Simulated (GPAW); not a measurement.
Crystal: InP.

```xyz
2
Lattice="0.0000 2.9305 2.9305 2.9305 0.0000 2.9305 2.9305 2.9305 0.0000" Properties=species:S:1:pos:R:3 pbc="T T T"
In    0.0000    0.0000    0.0000
P     4.3957    4.3957    4.3957
```

Base run:

- Program: GPAW 26.7.0
- Functional: PBE
- Potentials or basis: GPAW PAW data sets (gpaw-data 1.2.1)
- Cutoff: 450 eV
- Basis: pw
- k mesh: 6 × 6 × 6
- Occupations: fermi-dirac, width 0.05 eV
- Spin: no spin polarisation

Its results: band gap on the k mesh 0.71 eV, direct; pressure 2.0 GPa.

Q: The run is repeated on the same cell with these changes: cutoff from 450 eV to 500 eV. What comes out?

A: Band gap on the k mesh 0.71 eV, direct; pressure 2.6 GPa.

Caveats: the cutoff is short for stress and forces, so pressures can be off by a GPa or more; spin-orbit coupling is left out, which moves the levels of the heavy elements.

